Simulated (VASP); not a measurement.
Runs of VASP 6.6.1 on TiC. It takes space group Fm-3m (No. 225, cubic). Conventional cell: a = 4.331 Å, b = 4.331 Å, c = 4.331 Å, α = 90.00°, β = 90.00°, γ = 90.00°. Ti (site symmetry m-3m) has 6 C at 2.17 Å as nearest neighbours. C (site symmetry m-3m) has 6 Ti at 2.17 Å as nearest neighbours. The cell is a database's computed one.

| task | level | potentials or basis | U | cell | k mesh | cutoff (eV) | smearing | atoms held fixed (from 0) | other keys | gap on the mesh (eV) | pressure (GPa) |
| --- | --- | --- | --- | --- | --- | --- | --- | --- | --- | --- | --- |
| density of states | SCAN+D3(BJ) | VASP PAW PBE potentials, release 64 (Ti_sv, C) | - | as given | 11 × 11 × 11 | 520 | fermi-dirac 0.05 eV | - | - | none | (a) |
| electron localisation function | PW91 | VASP PAW PBE potentials, release 64 (Ti_sv_GW, C_GW) | - | atoms moved at random, drawn with an rms of 0.02 Å | 11 × 11 × 11 | 550 | fermi-dirac 0.1 eV | - | - | none | -0.7 |
| relaxation of the atoms | AM05+D4 | VASP PAW PBE potentials, release 64 (Ti_sv_GW, C_GW) | - | atoms relaxed from: atoms moved at random, drawn with an rms of 0.1 Å | 9 × 9 × 9 | 600 | gaussian 0.05 eV | [0] | k = 9 × 9 × 9; NBANDS = 12 | none | -11.3 |
| single point | PBEsol | VASP PAW PBE potentials, release 54 (Ti_sv, C) | - | as given | 11 × 11 × 11 | 520 | gaussian 0.02 eV | - | - | none | -6.4 |

Alike in all rows: no spin polarisation.

Problem. Estimate the missing entries.

Solution. (a) -3.1.

Caveats: the PAW data sets were made with another functional, which shifts forces and pressure a little; pairwise dispersion overbinds metals, which lowers pressure and volume (some runs).

A gap of «none» marks a metal or a gap under the smearing width.
